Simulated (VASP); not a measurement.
# PbS (Galena) (Fm-3m) in VASP: notebook

The runs below take PbS (Galena) through relaxation of the atoms, with r2SCAN.

Everything below comes from runs of VASP 6.6.1. Logs are shortened: lines on timing, memory, paths and dates and some standing lists are left out, and cuts for length are marked.

### Step 1. The crystal as given

It takes space group Fm-3m (No. 225, cubic). Conventional cell: a = 5.975 Å, b = 5.975 Å, c = 5.975 Å, α = 90.00°, β = 90.00°, γ = 90.00°. Pb (site symmetry m-3m) is surrounded by 6 S at 2.99 Å. S (site symmetry m-3m) has 6 Pb at 2.99 Å as nearest neighbours.

### Step 2. Relaxation of the atoms, r2SCAN (a relaxed cell with its volume scaled by 0.98)

Contents of INCAR:

```
PREC     = Accurate       # precision mode
ENCUT    = 600            # plane-wave cutoff, eV
EDIFF    = 1E-7           # SCF threshold, eV
ISMEAR   = 0              # smearing method
SIGMA    = 0.03           # smearing width, eV
LREAL    = F              # projectors in reciprocal space
LASPH    = T              # aspherical terms in the spheres
NELM     = 80             # most SCF steps
ALGO     = Normal         # electronic algorithm
ISIF     = 2              # what is computed and relaxed
LWAVE    = F              # write WAVECAR
LCHARG   = F              # write CHGCAR
METAGGA  = R2SCAN         # meta-GGA
LMIXTAU  = T            
IBRION   = 2              # ionic algorithm
NSW      = 40             # ionic steps
EDIFFG   = -0.01          # ionic threshold
```

Contents of KPOINTS:

```
regular mesh
0
Gamma
  8 8 8
```

Contents of POSCAR:

```
PbS                                     
1.0
    0.0000000000      2.9676567431      2.9676567431
    2.9676567431      0.0000000000      2.9676567431
    2.9676567431      2.9676567431      0.0000000000
  Pb              S             
     1     1
Direct
     0.0000000000000000    0.0000000000000000    0.0000000000000000
     0.5000000000000000    0.5000000000000000    0.5000000000000000
```

Potentials or basis: VASP PAW PBE potentials, release 64 (Pb_d, S).

On the command line:

```bash
$ cat potpaw_PBE.64/Pb_d/POTCAR potpaw_PBE.64/S/POTCAR > POTCAR
$ mpirun -np 1 vasp_std > vasp.out
```

OUTCAR:

```text
PREC = Accurate
   ENCUT = 600
   EDIFF = 1E-7
   ISMEAR = 0
   LREAL = F
   LASPH = T
   NELM = 80
   ISIF = 2
   METAGGA = R2SCAN
   IBRION = 2
   NSW = 40
   EDIFFG = -0.01

 ion  position               nearest neighbor table
   1  0.000  0.000  0.000-   2 2.97   2 2.97   2 2.97   2 2.97   2 2.97   2 2.97
   2  0.500  0.500  0.500-   1 2.97   1 2.97   1 2.97   1 2.97   1 2.97   1 2.97

  LATTYP: Found a face centered cubic cell.
 ALAT       =     5.9353134862

  Lattice vectors:

 A1 = (   0.0000000000,   2.9676567431,   2.9676567431)
 A2 = (   2.9676567431,   0.0000000000,   2.9676567431)
 A3 = (   2.9676567431,   2.9676567431,   0.0000000000)

Analysis of symmetry for initial positions (statically):
=====================================================================
 Subroutine PRICEL returns:
 Original cell was already a primitive cell.

 Routine SETGRP: Setting up the symmetry group for a
 face centered cubic supercell.

 Subroutine GETGRP returns: Found 48 space group operations
 (whereof 48 operations were pure point group operations)
 out of a pool of 48 trial point group operations.

The static configuration has the point symmetry O_h .

Analysis of symmetry for dynamics (positions and initial velocities):
=====================================================================
 Subroutine PRICEL returns:
 Original cell was already a primitive cell.

 Routine SETGRP: Setting up the symmetry group for a
 face centered cubic supercell.

 Subroutine GETGRP returns: Found 48 space group operations
 (whereof 48 operations were pure point group operations)
 out of a pool of 48 trial point group operations.

The dynamic configuration has the point symmetry O_h .

 Subroutine INISYM returns: Found 48 space group operations
 (whereof 48 operations are pure point group operations),
 and found     1 'primitive' translations

----------------------------------------------------------------------------------------

                                     Primitive cell

  volume of cell :      52.2722

  direct lattice vectors                    reciprocal lattice vectors
     0.000000000  2.967656743  2.967656743    -0.168483097  0.168483097  0.168483097
     2.967656743  0.000000000  2.967656743     0.168483097 -0.168483097  0.168483097
     2.967656743  2.967656743  0.000000000     0.168483097  0.168483097 -0.168483097

  length of vectors
     4.196900415  4.196900415  4.196900415     0.291821285  0.291821285  0.291821285

  position of ions in fractional coordinates (direct lattice)
     0.000000000  0.000000000  0.000000000
     0.500000000  0.500000000  0.500000000

  ion indices of the primitive-cell ions
   primitive index   ion index
                 1           1
                 2           2

----------------------------------------------------------------------------------------

 KPOINTS: regular mesh

Automatic generation of k-mesh.
 Grid dimensions read from file:
 generate k-points for:    8    8    8

 Generating k-lattice:

  Cartesian coordinates                     Fractional coordinates (reciprocal lattice)
    -0.021060387  0.021060387  0.021060387     0.125000000  0.000000000  0.000000000
     0.021060387 -0.021060387  0.021060387     0.000000000  0.125000000  0.000000000
     0.021060387  0.021060387 -0.021060387     0.000000000  0.000000000  0.125000000

  Length of vectors
     0.036477661  0.036477661  0.036477661

  Shift w.r.t. Gamma in fractional coordinates (k-lattice)
     0.000000000  0.000000000  0.000000000

 Subroutine IBZKPT returns following result:
 ===========================================

 Found     29 irreducible k-points:

 Following reciprocal coordinates:
            Coordinates               Weight
  0.000000  0.000000  0.000000      1.000000
  0.125000  0.000000  0.000000      8.000000
  0.250000  0.000000  0.000000      8.000000
  0.375000  0.000000  0.000000      8.000000
  0.500000  0.000000  0.000000      4.000000
  0.125000  0.125000  0.000000      6.000000
[... 16 lines left out ...]
  0.500000  0.250000  0.125000     48.000000
 -0.375000  0.250000  0.125000     24.000000
 [... further k-points ...]
   k-points           NKPTS =     29   k-points in BZ     NKDIM =     29   number of bands    NBANDS=     14
   number of dos      NEDOS =    301   number of ions     NIONS =      2
   total plane-waves  NPLWV =  46656
   dimension x,y,z NGX =    36 NGY =   36 NGZ =   36
   dimension x,y,z NGXF=    72 NGYF=   72 NGZF=   72
   ions per type =               1   1
   NGX,Y,Z   is equivalent  to a cutoff of  14.26, 14.26, 14.26 a.u.
   NGXF,Y,Z  is equivalent  to a cutoff of  28.52, 28.52, 28.52 a.u.
 SYSTEM =  unknown system
   PREC   = accura    normal or accurate (medium, high low for compatibility)
   ISTART =      0    job   : 0-new  1-cont  2-samecut
   ICHARG =      2    charge: 1-file 2-atom 10-const
   ISPIN  =      1    spin polarized calculation?
   LNONCOLLINEAR =      F non collinear calculations
   LSORBIT =      F    spin-orbit coupling
   LASPH  =      T    aspherical Exc in radial PAW
   ENCUT  =  600.0 eV  44.10 Ry    6.64 a.u.   8.38  8.38  8.38*2*pi/ulx,y,z
   NELM   =     80;   NELMIN=  2; NELMDL= -5     # of ELM steps
   EDIFF  = 0.1E-06   stopping-criterion for ELM
   LREAL  =      F    real-space projection
   EDIFFG = -.1E-01   stopping-criterion for IOM
   NSW    =     40    number of steps for IOM
   IBRION =      2    ionic relax: 0-MD 1-quasi-New 2-CG
   NFREE  =      1    steps in history (QN), initial steepest desc. (CG)
   ISIF   =      2    stress and relaxation
   ISYM   =      2    0-nonsym 1-usesym 2-fastsym
   POTIM  = 0.5000    time-step for ionic-motion
   TEBEG  =    0.0;   TEEND  =   0.0 temperature during run
   PSTRESS=    0.0 pullay stress
   NELECT =      20.0000    total number of electrons
   NUPDOWN=      -1.0000    fix difference up-down
   EMIN   =  10.00;   EMAX   =-10.00  energy-range for DOS
   EFERMI =   0.00;   METHOD = LEGACY
   ISMEAR =     0;   SIGMA  =   0.03  broadening in eV -4-tet -1-fermi 0-gaus
   EFERMI_NEDOS =   21; number of points for ismear=-14 and -15
   IALGO  =     38    algorithm
   IMIX   =      4    mixing-type and parameters
     AMIX     =   0.40;   BMIX     =  1.00
     AMIX_MAG =   1.60;   BMIX_MAG =  1.00
  volume/ion in A,a.u.               =      26.14       176.38
  Fermi-wavevector in a.u.,A,eV,Ry     =   1.188487  2.245915 19.218253  1.412502
  Thomas-Fermi vector in A             =   2.324616
   LORBIT       =      0    0 simple, 1 ext, 2 COOP (PROOUT), +10 PAW based schemes
   METAGGA = R2SCAN    functional components
   LHFCALC =     F    Hartree Fock is set to
   AEXX    =    0.0000 exact exchange contribution
   IVDW    =     0    specifies the selected vdW correction
   LEPSILON=     F    determine dielectric tensor
   LRPA    =     F    only Hartree local field effects (RPA)
 conjugate gradient relaxation of ions
 non-spin polarized calculation
 Gauss-broadening in eV      SIGMA  =   0.03
  energy-cutoff  :      600.00
  volume of cell :       52.27
 maximum number of plane-waves:      1807
 NGX is ok and might be reduce to    36
   NGX = 17   NGY = 17   NGZ = 17

 number of electron      20.0000002 magnetization

 Free energy of the ion-electron system (eV)
  ---------------------------------------------------
  ext. energy  EPLUGINS =         0.00000000
  ---------------------------------------------------
  free energy    TOTEN  =       -65.60853024 eV

  energy without entropy =      -65.60853024  energy(sigma->0) =      -65.60853024

 E-fermi :   5.8807     XC(G=0): -10.2454

 val. band max:        5.6813343597   @ k =   0.5000   0.0000   0.0000
 cond. band min:       6.3100904639   @ k =   0.5000   0.0000   0.0000
 fundamental gap:      0.6287561041
 Fermi energy:         5.8807421613

 k-point     1 :       0.0000    0.0000    0.0000
  band No.  band energies     occupation
      1     -11.7724      2.00000
      2     -11.7724      2.00000
      3     -11.7724      2.00000
      4     -11.7566      2.00000
      5     -11.7566      2.00000
      6      -8.5210      2.00000
      7      -0.4305      2.00000
      8       3.3537      2.00000
      9       3.3537      2.00000
     10       3.3537      2.00000
     11      11.2286      0.00000
     12      11.2286      0.00000
     13      11.2286      0.00000
     14      12.8176      0.00000

 k-point     2 :       0.1250    0.0000    0.0000
  band No.  band energies     occupation
      1     -11.7717      2.00000
      2     -11.7697      2.00000
      3     -11.7697      2.00000
      4     -11.7575      2.00000
      5     -11.7575      2.00000
      6      -8.3855      2.00000
      7      -0.9335      2.00000
      8       3.3978      2.00000
      9       3.3978      2.00000
     10       3.7444      2.00000
     11       9.9768      0.00000
     12      10.4155      0.00000
     13      10.4155      0.00000
     14      12.7538      0.00000

 k-point     3 :       0.2500    0.0000    0.0000
  band No.  band energies     occupation
      1     -11.7769      2.00000
      2     -11.7769      2.00000
      3     -11.7704      2.00000
      4     -11.7459      2.00000
      5     -11.7459      2.00000
      6      -8.0107      2.00000
      7      -1.9796      2.00000
      8       3.5213      2.00000
      9       3.5213      2.00000
     10       4.4867      2.00000
     11       8.3000      0.00000
     12       9.1594      0.00000
     13       9.1594      0.00000
     14      12.9418      0.00000

 k-point     4 :       0.3750    0.0000    0.0000
  band No.  band energies     occupation
      1     -11.7878      2.00000
      2     -11.7878      2.00000
      3     -11.7695      2.00000
      4     -11.7305      2.00000
      5     -11.7305      2.00000
      6      -7.5292      2.00000
      7      -2.9807      2.00000
      8       3.6776      2.00000
      9       3.6776      2.00000
     10       5.1899      2.00000
     11       7.0091      0.00000
     12       8.2169      0.00000
     13       8.2169      0.00000
     14      13.8485      0.00000

 k-point     5 :       0.5000    0.0000    0.0000
  band No.  band energies     occupation
      1     -11.7925      2.00000
      2     -11.7925      2.00000
      3     -11.7693      2.00000
      4     -11.7240      2.00000
      5     -11.7240      2.00000
      6      -7.2736      2.00000
      7      -3.4252      2.00000
      8       3.7560      2.00000
      9       3.7560      2.00000
     10       5.6813      2.00000
     11       6.3101      0.00000
[... 276 lines left out ...]
 k-point    22 :       0.3750    0.2500    0.1250
  band No.  band energies     occupation
      1     -11.8103      2.00000
      2     -11.7759      2.00000
      3     -11.7637      2.00000
      4     -11.7437      2.00000
      5     -11.7347      2.00000
      6      -7.6823      2.00000
      7      -2.1809      2.00000
      8       2.4118      2.00000
      9       3.3146      2.00000
     10       4.3390      2.00000
     11       7.9437      0.00000
     12       9.3444      0.00000
     13      10.1870      0.00000
     14      12.3870      0.00000

 k-point    23 :       0.5000    0.2500    0.1250
  band No.  band energies     occupation
      1     -11.8275      2.00000
      2     -11.7721      2.00000
      3     -11.7657      2.00000
      4     -11.7389      2.00000
      5     -11.7276      2.00000
      6      -7.2512      2.00000
      7      -2.7591      2.00000
      8       2.0943      2.00000
      9       2.9085      2.00000
     10       4.4456      2.00000
     11       7.7813      0.00000
     12       9.1422      0.00000
     13      10.0886      0.00000
     14      13.1440      0.00000

 k-point    24 :      -0.3750    0.2500    0.1250
  band No.  band energies     occupation
      1     -11.8338      2.00000
      2     -11.7755      2.00000
      3     -11.7569      2.00000
      4     -11.7439      2.00000
      5     -11.7228      2.00000
      6      -7.0356      2.00000
      7      -3.0403      2.00000
      8       2.1035      2.00000
      9       2.5400      2.00000
     10       4.6216      2.00000
     11       7.4961      0.00000
     12       9.3557      0.00000
     13      10.0093      0.00000
     14      14.1039      0.00000

 [... further k-points ...]
[... 5 lines left out ...]
  --------------------------------------------------------------------------------------
  -------------------------------------------------------------------------------------
  Total        0.3982678      0.3982678      0.3982678      0.0000000      0.0000000     -0.0000000
  in kB       12.2071632     12.2071632     12.2071632      0.0000000      0.0000000     -0.0000000
  external PRESSURE =      12.2071632 kB  Pullay stress =       0.0000000 kB

 VOLUME and BASIS-vectors are now :
 -----------------------------------------------------------------------------
  energy-cutoff  :      600.00
  volume of cell :       52.27
      direct lattice vectors                 reciprocal lattice vectors
     0.000000000  2.967656743  2.967656743    -0.168483097  0.168483097  0.168483097
     2.967656743  0.000000000  2.967656743     0.168483097 -0.168483097  0.168483097
     2.967656743  2.967656743  0.000000000     0.168483097  0.168483097 -0.168483097

 POSITION                                       TOTAL-FORCE (eV/Angst)
 -----------------------------------------------------------------------------------
      0.00000      0.00000      0.00000        -0.000000     -0.000000      0.000000
      2.96766      2.96766      2.96766         0.000000      0.000000     -0.000000
 -----------------------------------------------------------------------------------
    total drift:                                0.000000      0.000000      0.000000

  FREE ENERGIE OF THE ION-ELECTRON SYSTEM (eV)
  ---------------------------------------------------
  free  energy   TOTEN  =       -65.6085302386 eV

  energy  without entropy=      -65.6085302386  energy(sigma->0) =      -65.60853024

 reached required accuracy - stopping structural energy minimisation
```

It took 64 s on 1 thread of Intel Xeon 6975P-C (Granite Rapids), shared host; peak memory 0.22 GiB.

Results:

```
Free energy             : -65.6085 eV
Pressure after relaxing : 1.2 GPa
Band gap on the k mesh  : 0.63 eV, direct
```

Final structure:
```xyz
2
Lattice="0.0000 2.9677 2.9677 2.9677 0.0000 2.9677 2.9677 2.9677 0.0000" Properties=species:S:1:pos:R:3 pbc="T T T"
Pb    0.0000    0.0000    0.0000
S     2.9677    2.9677    2.9677
```

Caveat: the relaxation stopped at its first step, so nothing moved; the PAW data sets were made with another functional, which shifts forces and pressure a little; spin-orbit coupling is left out, which as a rule narrows the gap of such compounds by several tenths of an eV.

(Continued in part 2 of 2.)
